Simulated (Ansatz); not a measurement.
Runs of Ansatz 0.2.0 on As. It takes space group Pm-3m (No. 221, cubic). Conventional cell: a = 2.704 Å, b = 2.704 Å, c = 2.704 Å, α = 90.00°, β = 90.00°, γ = 90.00°. As (site symmetry m-3m) has 6 As at 2.70 Å as nearest neighbours. This isn't the form of As at room conditions, which is rhombohedral.

```tsv
task	level	spin	cutoff (eV)	points for each segment of the path	gap on the mesh (eV)	pressure (GPa)	V0 of scaled cells (Å³/atom)	B0 (GPa)
band structure	LDA	off	420	14	none	-3.2	-	-
band structure	r2SCAN	off	500	14	none	-0.2	-	-
equation of state	r2SCAN	off	500	-	-	-	19.73	90
equation of state	LDA	off	420	-	-	-	(b)	94
band structure	PBEsol	SOC, no magnetisation	420	14	none	(a)	-	-
```

Alike in all rows: potentials or basis Ansatz PAW; cell as given; k mesh 10 × 10 × 10; smearing fermi-dirac 0.05 eV.

Task: Estimate the missing entries.

Result: (a) -1.5; (b) 19.06.

Caveats: the PAW data sets come from PBE, with cores solved anew for the run's functional, which leaves a small shift of forces and pressure (some runs); the PAW data sets were made with another functional, which shifts forces and pressure a little (some runs).

A k mesh can miss the band edges, and rows without SOC leave out spin-orbit coupling on As.

A gap of «none» marks a metal or a gap under the smearing width.
